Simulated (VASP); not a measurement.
Consider the following.

```
CELL_PARAMETERS angstrom
      0.00000     3.20218     3.20218
      3.20218     0.00000     3.20218
      3.20218     3.20218     0.00000
ATOMIC_POSITIONS crystal
  Al 0.00000 0.00000 0.00000
  Sb 0.25000 0.25000 0.25000
```

All values below come from RPBE GGA, VASP's PBE PAW potentials (set 64) (plane waves; VASP 6.6.1). Run with 520 eV cut-off, 7×7×7 Γ-centred mesh, Gaussian smearing of 0.050 eV, potentials Al Sb.

Problem. Give the stress tensor in GPa (positive for a compressed cell).

Solution. 
```
-2.36   0.00   0.00
 0.00  -2.36   0.00
 0.00   0.00  -2.36
```
The pressure is its mean diagonal, -2.36 GPa.

The compound is AlSb in the zinc blende structure. This cell is one point of a volume scan, at 1.06 of the reference volume.
